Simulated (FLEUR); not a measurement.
# TiO2: equation of state with Wu-Cohen GGA

Crystal: TiO2.

```xyz
6
Lattice="4.5998 0.0000 0.0000 0.0000 4.5998 0.0000 0.0000 0.0000 2.9592" Properties=species:S:1:pos:R:3 pbc="T T T"
Ti    0.0000    0.0000    1.4796
Ti    2.2999    2.2999    0.0000
O     1.3998    1.3998    1.4796
O     0.9001    3.6997    0.0000
O     3.6997    0.9001    0.0000
O     3.2000    3.2000    1.4796
```

The cell is a database's computed one.

```yaml
Program: FLEUR MaX-R8.1 (later development tree)
Task: equation of state
Functional: Wu-Cohen GGA
Potentials_or_basis: all-electron
Basis: FLAPW
Kmax: 5.21 1/bohr
k_mesh: 6 × 6 × 9
Occupations: fermi-dirac, width 0.05 eV
Spin: no spin polarisation
Gmax: 16.2 1/bohr
Muffin-tin_radii: Ti 1.88, O 1.44 bohr
lmax: Ti 8, O 8
Local_orbitals_a_species: Ti 5, O 3
```

```json
{
  "Equilibrium volume": "10.32 Å³/atom",
  "Bulk modulus at fixed shape and positions": "246 GPa",
  "Pressure derivative of the bulk modulus": "4.5 (rough: it moves with the points fitted)"
}
```

Energy against volume, from the lowest point:
| volume (Å³/atom) | energy (meV/atom) |
| --- | --- |
| 9.809 | 20.60 |
| 10.018 | 6.34 |
| 10.435 | 0.00 |
| 10.853 | 18.15 |
| 11.062 | 34.90 |

Caveat: the cell was scaled at fixed shape and fractional positions, which overstates the stiffness of a crystal with free parameters, most of all of layers and chains.
